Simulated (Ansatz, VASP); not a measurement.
## Two plane-wave programs on LiF

The input INCAR:

```
ALGO = Normal
EDIFF = 1E-7
EDIFFG = -0.005
ENCUT = 600
GGA = PE
IBRION = 2
ISIF = 3
ISMEAR = 0
IVDW = 12
LASPH = T
LCHARG = F
LREAL = F
LWAVE = F
NELM = 60
NSW = 100
PREC = Accurate
SIGMA = 0.02
```

The input KPOINTS:

```
k-points
0
Gamma
  10 10 10
```

File POSCAR:

```
LiF
1.0
    0.0000000000      2.0140000000      2.0140000000
    2.0140000000      0.0000000000      2.0140000000
    2.0140000000      2.0140000000      0.0000000000
Li F
1 1
Direct
    0.0000000000      0.0000000000      0.0000000000
    0.5000000000      0.5000000000      0.5000000000
```

Input for Ansatz:

```yaml
crystal:
  lattice:
    - [0.0, 2.014, 2.014]
    - [2.014, 0.0, 2.014]
    - [2.014, 2.014, 0.0]
  atoms:
    - { symbol: Li, position: [0.0, 0.0, 0.0] }
    - { symbol: F, position: [0.5, 0.5, 0.5] }
basis:
  ecutwfc: 420
kpoints:
  mp_grid: { grid: [10, 10, 10] }
hamiltonian:
  xc: pbe
  dispersion: d3bj
scf:
  occupations: { method: gaussian, width: 0.02 }
output:
  forces: true
  stress: true
  eigenvalues: true
  write_density: true
  write_potential: true
  elf: true
  volumetric_format: npy
relax:
  adjacent_minimum: "off"
  f_tol: 0.005
  max_steps: 80
  cell: { stress_tol: 0.05 }
```

Alike in both runs: task relaxation of cell and atoms; functional PBE; dispersion D3(BJ); k mesh 10 × 10 × 10; occupations gaussian, width 0.02 eV; no spin polarisation.

```csv
,VASP,Ansatz
version,VASP 6.6.1,Ansatz 0.2.0
potentials or method,"VASP PAW PBE potentials, release 64 (Li_sv, F)","scalar-relativistic, plane waves, PAW"
plane-wave cutoff (eV),600,420
valence electrons in the cell,10,10
```

```tsv
	VASP	Ansatz	Ansatz less VASP
gap on the k mesh at the Fermi level, each at its own relaxed structure (eV)	9.38	9.27	-0.106
relaxed volume (Å³/atom)	7.91	8.00	+0.092
relaxed cell length with the largest relative difference (Å)	2.818	2.829	+0.0109
energy change over the relaxation (meV/atom)	-2	-1	+1.1
```

Caveats: the cutoff is under 1.25 times the usual one of these potentials, so pressure, stress and relaxed cells hold a basis-set (Pulay) error (VASP). A k mesh can miss the band edges. Expect the measured gap to be larger: semilocal functionals such as PBE lack the derivative discontinuity.
